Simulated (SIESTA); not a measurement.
# Au under changes of volume

One of the cells (16.855 Å³/atom); the others are scaled copies at fixed shape and fractional positions:

```
CELL_PARAMETERS angstrom
0.00000 2.03500 2.03500
2.03500 0.00000 2.03500
2.03500 2.03500 0.00000
ATOMIC_POSITIONS crystal
Au 0.00000 0.00000 0.00000
```

- Program: SIESTA 5.4.2
- Functional: PBE
- Potentials or basis: SG15 1.2 (PBE files) or PseudoDojo by element
- Basis: DZP (energy shift 0.003 Ry; two zetas on semicore shells)
- Grid cutoff: 800 Ry
- Energy shift: 0.003 Ry
- k mesh: 11 × 11 × 11
- Occupations: fermi-dirac, width 0.05 eV
- Spin: no spin polarisation

```tsv
volume (Å³/atom)	energy over the lowest point (meV/atom)	pressure (GPa)
15.843	?	?
16.181	90.02	19.9
16.518	53.24	14.8
16.855	27.16	10.1
17.192	10.16	6.0
17.529	1.38	2.2
17.866	0.00	-1.0
```

**Question.** What does the run at 15.843 Å³/atom give?

**Answer.** Energy over the lowest point 138.03 meV/atom; pressure 25.9 GPa.

Worked out: A Birch-Murnaghan fit of order 3 (a polynomial in V^(-2/3)) to the other rows has its minimum at 17.77 Å³/atom with B0 = V·E''(V) = 167 GPa and B' = 5.4. It gives 138.69 meV/atom at 15.843 Å³/atom, against the run's 138.03, and -dE/dV = 26.1 GPa, against 25.9.

Energies are extrapolated to zero smearing.

Caveats: the basis of atomic orbitals isn't converged, which shifts pressures, moduli and gaps.
